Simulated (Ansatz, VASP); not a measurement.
# Cross-check of Si54H14O5F4 (HO:Si(111) with 4 of its OH changed to F) between VASP and Ansatz, part 2 of 3

One calculation is typed for both programs; each brings its own data sets. How far apart do they land? The cell is taken from a series of runs on this material, whose earlier steps may have relaxed, scaled, displaced or heated it; both programs get it as it stands.

VASP 6.6.1 and Ansatz 0.2.0.

So far: The structure; VASP: single point, PBE, pair 1; Ansatz: single point, PBE, pair 1; Comparison.

## (5) VASP: single point, PBE, pair 2

Level of this step: PBE; plane waves and PAW (Si, H, O, F) (VASP).

With cell and atoms fixed, the geometry can't cause a difference; cores, projectors, grids and the points listed under the comparison can. This pair takes another cell of the material, with 75 atoms against 77 for the pair before.

INCAR

```
SYSTEM = Si18H4OF2
PREC = Accurate
ENCUT = 520
EDIFF = 1E-06
NELM = 120
ISMEAR = -1
SIGMA = 0.025
LREAL = Auto
ALGO = Normal
GGA = PE
NBANDS = 200
LORBIT = 11
LWAVE = .FALSE.
LCHARG = .FALSE.
ISIF = 2
LASPH = .TRUE.
GGA_COMPAT = .FALSE.
EFERMI = MIDGAP
NCORE = 2
```

POSCAR

```
Si18H4OF2
1.0
   11.6036200000      0.0000000000      0.0000000000
   -5.8018100000     10.0490300000      0.0000000000
    0.0000000000      0.0000000000     26.7011300000
Si H O F
54 12 3 6
Direct
    0.0000000000      0.0000000000      0.0928800000
    0.2222200000      0.1111100000      0.1224500000
    0.2224100000      0.1110500000      0.2094500000
    0.1111900000      0.2219600000      0.2374900000
    0.1103900000      0.2210300000      0.3251800000
    0.0016600000      0.9984400000      0.3534500000
    0.0000000000      0.3333300000      0.0928800000
    0.2222200000      0.4444400000      0.1224500000
    0.2222500000      0.4446300000      0.2099300000
    0.1111100000      0.5554400000      0.2388400000
    0.1103900000      0.5561700000      0.3271500000
    0.9996800000      0.3321900000      0.3530100000
    0.0000000000      0.6666700000      0.0928800000
    0.2222200000      0.7777800000      0.1224500000
    0.2226800000      0.7773800000      0.2098700000
    0.1113500000      0.8887500000      0.2370400000
    0.1116300000      0.8885000000      0.3242600000
    0.0001300000      0.6683100000      0.3547000000
    0.3333300000      0.0000000000      0.0928800000
    0.5555600000      0.1111100000      0.1224500000
    0.5553200000      0.1107100000      0.2097600000
    0.4445100000      0.2222900000      0.2375200000
    0.4438800000      0.2210600000      0.3251500000
    0.3318300000      0.9999800000      0.3547000000
    0.3333300000      0.3333300000      0.0928800000
    0.5555600000      0.4444400000      0.1224500000
    0.5555600000      0.4445100000      0.2096400000
    0.4445800000      0.5555000000      0.2382200000
    0.4443700000      0.5556800000      0.3263200000
    0.3328500000      0.3321400000      0.3525500000
    0.3333300000      0.6666700000      0.0928800000
    0.5555600000      0.7777800000      0.1224500000
    0.5554500000      0.7778200000      0.2099300000
    0.4446300000      0.8889400000      0.2388400000
    0.4439100000      0.8896500000      0.3271500000
    0.3333100000      0.6667500000      0.3541700000
    0.6666700000      0.0000000000      0.0928800000
    0.8888900000      0.1111100000      0.1224500000
    0.8889100000      0.1111800000      0.2096000000
    0.7777400000      0.2223300000      0.2375900000
    0.7775100000      0.2225700000      0.3253600000
    0.6679000000      0.0003900000      0.3530000000
    0.6666700000      0.3333300000      0.0928800000
    0.8888900000      0.4444400000      0.1224500000
    0.8893500000      0.4447400000      0.2097500000
    0.7777800000      0.5555600000      0.2375200000
    0.7790200000      0.5561900000      0.3251600000
    0.6662000000      0.3338600000      0.3526700000
    0.6666700000      0.6666700000      0.0928800000
    0.8888900000      0.7777800000      0.1224500000
    0.8890400000      0.7776600000      0.2094500000
    0.7781300000      0.8888900000      0.2374800000
    0.7790600000      0.8896500000      0.3251800000
    0.6679200000      0.6672000000      0.3525500000
    0.0000000000      0.0000000000      0.0374500000
    0.9729500000      0.0274700000      0.4365400000
    0.0000000000      0.3333300000      0.0374500000
    0.0000000000      0.6666700000      0.0374500000
    0.9714600000      0.7166600000      0.4346800000
    0.3333300000      0.0000000000      0.0374500000
    0.2840500000      0.0291700000      0.4347000000
    0.3333300000      0.3333300000      0.0374500000
    0.3333300000      0.6666700000      0.0374500000
    0.6666700000      0.0000000000      0.0374500000
    0.6666700000      0.3333300000      0.0374500000
    0.6666700000      0.6666700000      0.0374500000
    0.0127300000      0.9874700000      0.4160100000
    0.0045500000      0.6657800000      0.4171000000
    0.3345000000      0.9956200000      0.4171000000
    0.9975000000      0.3234500000      0.4140900000
    0.3301900000      0.3264600000      0.4137500000
    0.3352800000      0.6647700000      0.4150900000
    0.6766200000      0.0025400000      0.4140800000
    0.6661100000      0.3338700000      0.4136900000
    0.6735700000      0.6698900000      0.4137500000
```

KPOINTS

```
Automatic mesh
0
Gamma
1 1 1
0 0 0
```

PAW data sets: Si, H, O and F (PBE family, release 64).

Launch:

```sh
> mpirun -np 8 vasp_gam
```

Numbers of over 12 decimals in the logs are rounded to 6 here.

Log:

```text
[banner, memory and clock lines left out]
running    8 mpi-ranks, on    1 nodes
[...]
LDA part: xc-table for (Slater+PW92), standard interpolation
 POSCAR, INCAR and KPOINTS ok, starting setup
[...]
entering main loop
       N       E                     dE             d eps       ncg     rms          rms(c)
DAV:   1     0.206584819516E+04    0.20658E+04   -0.11606E+05   400   0.116E+03
DAV:   2    -0.101779076282E+03   -0.21676E+04   -0.20651E+04   496   0.240E+02
DAV:   3    -0.384615411239E+03   -0.28284E+03   -0.27857E+03   504   0.858E+01
DAV:   4    -0.396164655689E+03   -0.11549E+02   -0.11489E+02   496   0.195E+01
[...]
DAV:  31    -0.379657618007E+03   -0.59559E-05   -0.15345E-07   328   0.932E-04    0.645E-04
DAV:  32    -0.379657620181E+03   -0.21740E-05   -0.39191E-08   288   0.409E-04    0.585E-04
DAV:  33    -0.379657621125E+03   -0.94423E-06   -0.26131E-08   288   0.621E-04
   1 F= -.37965762E+03 E0= -.37965762E+03  d E =-.243567E-08
```

From OUTCAR (step 5):

```text
  FREE ENERGIE OF THE ION-ELECTRON SYSTEM (eV)
  ---------------------------------------------------
  free  energy   TOTEN  =      -379.6576211253 eV

  energy  without entropy=     -379.6576211229  energy(sigma->0) =     -379.65762112

[... 1 part as in an earlier step ...]
```

## (6) Ansatz: single point, PBE, pair 2

The same cell, functional, mesh and smearing now go to Ansatz, which takes its cutoff from its data sets.

The cell is taken from a series of runs on this material, whose earlier steps may have relaxed, scaled, displaced or heated it; both programs get it as it stands.

input.yaml

```yaml
crystal:
  lattice:
    - [11.60362, 0.0, 0.0]
    - [-5.80181, 10.04903, 0.0]
    - [0.0, 0.0, 26.70113]
  atoms:
    - { symbol: Si, position: [0.0, 0.0, 0.09288] }
    - { symbol: Si, position: [0.22222, 0.11111, 0.12245] }
    - { symbol: Si, position: [0.22241, 0.11105, 0.20945] }
    - { symbol: Si, position: [0.11119, 0.22196, 0.23749] }
    - { symbol: Si, position: [0.11039, 0.22103, 0.32518] }
    - { symbol: Si, position: [0.00166, 0.99844, 0.35345] }
    - { symbol: Si, position: [1.0, 0.33333, 0.09288] }
    - { symbol: Si, position: [0.22222, 0.44444, 0.12245] }
    - { symbol: Si, position: [0.22225, 0.44463, 0.20993] }
    - { symbol: Si, position: [0.11111, 0.55544, 0.23884] }
    - { symbol: Si, position: [0.11039, 0.55617, 0.32715] }
    - { symbol: Si, position: [0.99968, 0.33219, 0.35301] }
    - { symbol: Si, position: [1.0, 0.66667, 0.09288] }
    - { symbol: Si, position: [0.22222, 0.77778, 0.12245] }
    - { symbol: Si, position: [0.22268, 0.77738, 0.20987] }
    - { symbol: Si, position: [0.11135, 0.88875, 0.23704] }
    - { symbol: Si, position: [0.11163, 0.8885, 0.32426] }
    - { symbol: Si, position: [0.00013, 0.66831, 0.3547] }
    - { symbol: Si, position: [0.33333, 0.0, 0.09288] }
    - { symbol: Si, position: [0.55556, 0.11111, 0.12245] }
    - { symbol: Si, position: [0.55532, 0.11071, 0.20976] }
    - { symbol: Si, position: [0.44451, 0.22229, 0.23752] }
    - { symbol: Si, position: [0.44388, 0.22106, 0.32515] }
    - { symbol: Si, position: [0.33183, 0.99998, 0.3547] }
    - { symbol: Si, position: [0.33333, 0.33333, 0.09288] }
    - { symbol: Si, position: [0.55556, 0.44444, 0.12245] }
    - { symbol: Si, position: [0.55556, 0.44451, 0.20964] }
    - { symbol: Si, position: [0.44458, 0.5555, 0.23822] }
    - { symbol: Si, position: [0.44437, 0.55568, 0.32632] }
    - { symbol: Si, position: [0.33285, 0.33214, 0.35255] }
    - { symbol: Si, position: [0.33333, 0.66667, 0.09288] }
    - { symbol: Si, position: [0.55556, 0.77778, 0.12245] }
    - { symbol: Si, position: [0.55545, 0.77782, 0.20993] }
    - { symbol: Si, position: [0.44463, 0.88894, 0.23884] }
    - { symbol: Si, position: [0.44391, 0.88965, 0.32715] }
    - { symbol: Si, position: [0.33331, 0.66675, 0.35417] }
    - { symbol: Si, position: [0.66667, 0.0, 0.09288] }
    - { symbol: Si, position: [0.88889, 0.11111, 0.12245] }
    - { symbol: Si, position: [0.88891, 0.11118, 0.2096] }
    - { symbol: Si, position: [0.77774, 0.22233, 0.23759] }
    - { symbol: Si, position: [0.77751, 0.22257, 0.32536] }
    - { symbol: Si, position: [0.6679, 0.00039, 0.353] }
    - { symbol: Si, position: [0.66667, 0.33333, 0.09288] }
    - { symbol: Si, position: [0.88889, 0.44444, 0.12245] }
    - { symbol: Si, position: [0.88935, 0.44474, 0.20975] }
    - { symbol: Si, position: [0.77778, 0.55556, 0.23752] }
    - { symbol: Si, position: [0.77902, 0.55619, 0.32516] }
    - { symbol: Si, position: [0.6662, 0.33386, 0.35267] }
    - { symbol: Si, position: [0.66667, 0.66667, 0.09288] }
    - { symbol: Si, position: [0.88889, 0.77778, 0.12245] }
    - { symbol: Si, position: [0.88904, 0.77766, 0.20945] }
    - { symbol: Si, position: [0.77813, 0.88889, 0.23748] }
    - { symbol: Si, position: [0.77906, 0.88965, 0.32518] }
    - { symbol: Si, position: [0.66792, 0.6672, 0.35255] }
    - { symbol: H, position: [0.0, 0.0, 0.03745] }
    - { symbol: O, position: [0.01273, 0.98747, 0.41601] }
    - { symbol: H, position: [0.97295, 0.02747, 0.43654] }
    - { symbol: H, position: [1.0, 0.33333, 0.03745] }
    - { symbol: F, position: [0.9975, 0.32345, 0.41409] }
    - { symbol: H, position: [1.0, 0.66667, 0.03745] }
    - { symbol: O, position: [0.00455, 0.66578, 0.4171] }
    - { symbol: H, position: [0.97146, 0.71666, 0.43468] }
    - { symbol: H, position: [0.33333, 0.0, 0.03745] }
    - { symbol: O, position: [0.3345, 0.99562, 0.4171] }
    - { symbol: H, position: [0.28405, 0.02917, 0.4347] }
    - { symbol: H, position: [0.33333, 0.33333, 0.03745] }
    - { symbol: F, position: [0.33019, 0.32646, 0.41375] }
    - { symbol: H, position: [0.33333, 0.66667, 0.03745] }
    - { symbol: F, position: [0.33528, 0.66477, 0.41509] }
    - { symbol: H, position: [0.66667, 0.0, 0.03745] }
    - { symbol: F, position: [0.67662, 0.00254, 0.41408] }
    - { symbol: H, position: [0.66667, 0.33333, 0.03745] }
    - { symbol: F, position: [0.66611, 0.33387, 0.41369] }
    - { symbol: H, position: [0.66667, 0.66667, 0.03745] }
    - { symbol: F, position: [0.67357, 0.66989, 0.41375] }
kpoints:
  mp_grid: { grid: [1, 1, 1] }
hamiltonian:
  xc: pbe
scf:
  occupations: { method: fermi_dirac, width: 0.025 }
output:
  forces: true
```

Launch:

```sh
> ansatz run input.yaml --threads 6 --pin off --max-ram 102400MiB --backend cuda --events-out ev --progress --plain --runs-dir out
```

Log:

```text
[...]
GPU FFT provider: cuFFT
GPU libraries: cuBLAS 13.8.2, cuFFT 12.4.0, cuSOLVER 12.3.4
Crystal: 75 atoms, lattice volume = 3113.489 Å³
Basis set: ecut = 420 eV, 60827 PW (Γ), exchange–correlation on 160×160×360 points (8 copies of the dense FFT grid, shifted against one another)
Bands: 219, of which v1, the nominal top of the filled ones, is band 144 counted from 1 (143 counted from 0)
Symmetry: 1 space group operations
[...]
atom   5  Si     0.00112873     0.00588136     0.06490301
  atom   6  Si    -0.00539261     0.00300502     0.07212234
  atom   7  Si    -0.00501212    -0.00197062     0.71353146
  atom   8  Si    -0.00756394     0.02268279    -0.46478519
[...]
atom  72  H      0.00239924    -0.00122377    -0.36574282
  atom  73  F     -0.00632394     0.00401643     0.02777638
  atom  74  H     -0.00831140     0.00185955    -0.36981005
  atom  75  F     -0.00061812    -0.00193613     0.02369885
  max |Σ_I F_I| component: 1.31e-4 eV/Å
[key lines of the parts left out:]
SCF converged after 10 iterations
Free energy (F): -41073.082489 eV
Fermi energy:    -0.387512 eV
```

## (7) Differences

Compared:

| quantity | Ansatz | VASP | difference |
| --- | --- | --- | --- |
| gap on the k mesh (eV) | 1.068 | 1.070 | -0.002 |

Forces on 10 of the 75 atoms, those with the largest forces and the largest differences (eV/Å; atoms numbered as in POSCAR):

| atom | Ansatz x, y, z | VASP x, y, z |
| --- | --- | --- |
| Si1 | 0.003, -0.002, 0.712 | 0.003, -0.002, 0.700 |
| Si7 | -0.005, -0.002, 0.714 | -0.005, -0.002, 0.702 |
| Si13 | -0.007, -0.002, 0.720 | -0.007, -0.002, 0.708 |
| Si19 | -0.002, 0.007, 0.720 | -0.002, 0.007, 0.708 |
| Si36 | -0.003, 0.001, 0.074 | -0.008, 0.003, -0.128 |
| Si37 | -0.001, 0.005, 0.714 | -0.001, 0.005, 0.702 |
| Si43 | -0.003, 0.002, 0.737 | -0.003, 0.002, 0.725 |
| Si48 | 0.000, 0.000, 0.067 | 0.001, -0.001, -0.136 |
| Si49 | 0.009, -0.002, 0.709 | 0.009, -0.002, 0.697 |
| F72 | 0.001, -0.001, 0.024 | 0.004, -0.003, 0.228 |

The forces differ by 49 meV/Å r.m.s., which is 25.2 % of the r.m.s. force of 0.194 eV/Å (both taken over all components). A gap on the mesh is an upper bound, since the band edges may lie between its points. With vacuum in the cell, a pressure given here is an average over mostly empty space and none of the material.

## (8) VASP: single point, PBE, pair 3

A single point gives forces, pressure and levels at one fixed geometry, so differences don't come from the geometry; what else differs is listed under the comparison. This pair takes another cell of the material, with 73 atoms against 75 for the pair before.

INCAR, as its differences from that of step 5:

```diff
@@ -1,2 +1,2 @@
-SYSTEM = Si18H4OF2
+SYSTEM = Si54H10OF8
 PREC = Accurate
```

POSCAR

```
Si54H10OF8
1.0
   11.6036200000      0.0000000000      0.0000000000
   -5.8018100000     10.0490300000      0.0000000000
    0.0000000000      0.0000000000     26.7011300000
Si H O F
54 10 1 8
Direct
    0.0000000000      0.0000000000      0.0928800000
    0.2222200000      0.1111100000      0.1224500000
    0.2222100000      0.1107300000      0.2097000000
    0.1111800000      0.2220200000      0.2375800000
    0.1103000000      0.2208700000      0.3252300000
    0.9999500000      0.9997200000      0.3547800000
    0.0000000000      0.3333300000      0.0928800000
    0.2222200000      0.4444400000      0.1224500000
    0.2222700000      0.4443400000      0.2096900000
    0.1111100000      0.5552900000      0.2380300000
    0.1108900000      0.5555200000      0.3259900000
    0.9998100000      0.3323900000      0.3526700000
    0.0000000000      0.6666700000      0.0928800000
    0.2222200000      0.7777800000      0.1224500000
    0.2223200000      0.7776600000      0.2098600000
    0.1111900000      0.8887100000      0.2382300000
    0.1106500000      0.8892100000      0.3261500000
    0.9998100000      0.6667400000      0.3535600000
    0.3333300000      0.0000000000      0.0928800000
    0.5555600000      0.1111100000      0.1224500000
    0.5553500000      0.1109900000      0.2097100000
    0.4443400000      0.2221600000      0.2379500000
    0.4439600000      0.2221300000      0.3258500000
    0.3330900000      0.0000000000      0.3535400000
    0.3333300000      0.3333300000      0.0928800000
    0.5555600000      0.4444400000      0.1224500000
    0.5555600000      0.4444200000      0.2097400000
    0.4444800000      0.5556200000      0.2378200000
    0.4444400000      0.5554500000      0.3256500000
    0.3322800000      0.3330900000      0.3530500000
    0.3333300000      0.6666700000      0.0928800000
    0.5555600000      0.7777800000      0.1224500000
    0.5556800000      0.7777800000      0.2096600000
    0.4446800000      0.8888400000      0.2380300000
    0.4443500000      0.8889800000      0.3259900000
    0.3333800000      0.6664800000      0.3533100000
    0.6666700000      0.0000000000      0.0928800000
    0.8888900000      0.1111100000      0.1224500000
    0.8889500000      0.1110000000      0.2095800000
    0.7777500000      0.2221900000      0.2375300000
    0.7774200000      0.2223900000      0.3252700000
    0.6674600000      0.9999900000      0.3526500000
    0.6666700000      0.3333300000      0.0928800000
    0.8888900000      0.4444400000      0.1224500000
    0.8889500000      0.4446000000      0.2097200000
    0.7777900000      0.5556100000      0.2379600000
    0.7776900000      0.5558900000      0.3258500000
    0.6664200000      0.3334300000      0.3531400000
    0.6666700000      0.6666700000      0.0928800000
    0.8888900000      0.7777800000      0.1224500000
    0.8891900000      0.7777500000      0.2096900000
    0.7779300000      0.8888000000      0.2375500000
    0.7789000000      0.8895200000      0.3251500000
    0.6668100000      0.6676200000      0.3530600000
    0.0000000000      0.0000000000      0.0374500000
    0.9662100000      0.0319200000      0.4370100000
    0.0000000000      0.3333300000      0.0374500000
    0.0000000000      0.6666700000      0.0374500000
    0.3333300000      0.0000000000      0.0374500000
    0.3333300000      0.3333300000      0.0374500000
    0.3333300000      0.6666700000      0.0374500000
    0.6666700000      0.0000000000      0.0374500000
    0.6666700000      0.3333300000      0.0374500000
    0.6666700000      0.6666700000      0.0374500000
    0.0069200000      0.9922800000      0.4168600000
    0.9983300000      0.3270900000      0.4137500000
    0.9994800000      0.6648500000      0.4144200000
    0.3350000000      0.0004000000      0.4144000000
    0.3313300000      0.3332600000      0.4139800000
    0.3336700000      0.6662300000      0.4142200000
    0.6728900000      0.0014200000      0.4137200000
    0.6671500000      0.3327000000      0.4140500000
    0.6669100000      0.6689100000      0.4139900000
```

KPOINTS is that of step 5.

Launch:

```sh
> mpirun -np 8 vasp_gam
```

Log:

```text
[banner, memory and clock lines left out]
running    8 mpi-ranks, on    1 nodes
[...]
LDA part: xc-table for (Slater+PW92), standard interpolation
 POSCAR, INCAR and KPOINTS ok, starting setup
[...]
entering main loop
       N       E                     dE             d eps       ncg     rms          rms(c)
DAV:   1     0.203702666204E+04    0.20370E+04   -0.11567E+05   408   0.115E+03
DAV:   2    -0.913217787419E+02   -0.21283E+04   -0.20219E+04   496   0.234E+02
DAV:   3    -0.370094402804E+03   -0.27877E+03   -0.27384E+03   480   0.855E+01
DAV:   4    -0.381777725456E+03   -0.11683E+02   -0.11612E+02   488   0.195E+01
[...]
DAV:  31    -0.367635396325E+03   -0.47837E-05   -0.87777E-08   304   0.113E-03    0.747E-04
DAV:  32    -0.367635399141E+03   -0.28154E-05   -0.33286E-07   296   0.165E-03    0.851E-04
DAV:  33    -0.367635400028E+03   -0.88702E-06   -0.44712E-08   248   0.891E-04
   1 F= -.36763540E+03 E0= -.36763540E+03  d E =-.205128E-08
```

From OUTCAR (step 8):

```text
  FREE ENERGIE OF THE ION-ELECTRON SYSTEM (eV)
  ---------------------------------------------------
  free  energy   TOTEN  =      -367.6354000279 eV

  energy  without entropy=     -367.6354000258  energy(sigma->0) =     -367.63540003

[... 1 part as in an earlier step ...]
```

(Part 2 of 3 ends here.)

[Lines on the potential files, build, host, timing and source positions are cut from VASP's logs without a mark.]

[Logs are printed without paths, hosts, clocks, repeated set-up lines and the standing remarks that a program may print on its own settings, such as how far it seeks lower states.]

[Hosts, paths, dates, database ids (printed as entryN), source tags and the programs' standing remarks are cut or masked in the printed files.]
